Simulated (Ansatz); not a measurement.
**MgF2: the cell at several levels of theory**

An exercise on one series of results from a longer session: the logs are not shown, and one member is left open.

Code: Ansatz 0.2.0. PAW datasets, plane waves, zero pressure. Spin-unpolarised throughout; all numbers are computed.

**The structure to begin with**

Space group P4_2/mnm (No. 136), tetragonal; a = 4.615 Å, c = 3.048 Å in the conventional setting, 10.82 Å³ an atom. Near Mg stand 6 F at 1.98–1.99 Å; near F stand 3 Mg at 1.98–1.99 Å.

Structure file:

```
Mg F
1.0
     4.61520    0.00000    0.00000
     0.00000    4.61520    0.00000
     0.00000    0.00000    3.04778
Mg F
2 4
Cartesian
  2.3076 2.3076 1.5239
  0.0000 0.0000 0.0000
  3.2172 3.2172 0.0000
  3.7056 0.9096 1.5239
  1.3980 1.3980 0.0000
  0.9096 3.7056 1.5239
```

Set-up of the first run:

input.yaml

```yaml
crystal:
  lattice:
    - [4.61519661, 0.0, 0.0]
    - [0.0, 4.61519661, 0.0]
    - [0.0, 0.0, 3.04778351]
  atoms:
    - { symbol: Mg, position: [0.5, 0.5, 0.5] }
    - { symbol: Mg, position: [0.0, 0.0, 0.0] }
    - { symbol: F, position: [0.69707986, 0.69707986, 0.0] }
    - { symbol: F, position: [0.80292014, 0.19707986, 0.5] }
    - { symbol: F, position: [0.30292014, 0.30292014, 0.0] }
    - { symbol: F, position: [0.19707986, 0.80292014, 0.5] }
kpoints:
  mp_grid: { grid: [6, 6, 8] }
hamiltonian:
  xc: pbe
scf:
  occupations: { method: fermi_dirac, width: 0.02 }
relax:
  f_tol: 0.005
  cell: {}
```

Launch:

```
$ ansatz run input.yaml --threads 2 --pin off --max-ram 29491MiB --backend cpu --events-out ev --progress --plain --runs-dir out
```

Among the steps run: PBE: cell and atoms; Relaxation with r2SCAN; Relaxation with PBEsol; Relaxing with LDA.

One table of the session follows, with a row left open; its other results are not shown here.

| level | a (Å) | c (Å) | volume (Å³/atom) |
| --- | --- | --- | --- |
| PBE | 4.698 | 3.093 | 11.376 |
| r2SCAN | 4.622 | 3.046 | 10.846 |
| PBEsol | 4.639 | 3.063 | 10.985 |
| LDA | ? | ? | ? |

Q: Estimate the row for LDA from the others.

As computed: a (Å): 4.556; c (Å): 3.012; volume (Å³/atom): 10.421. In the column «a (Å)» it is the lowest.

In words: The first relaxation changed the volume by +5.1 % from the start. LDA gives the smallest cell and PBE the largest; they differ by 9.2 % in volume, a mean of 3.0 % in length.
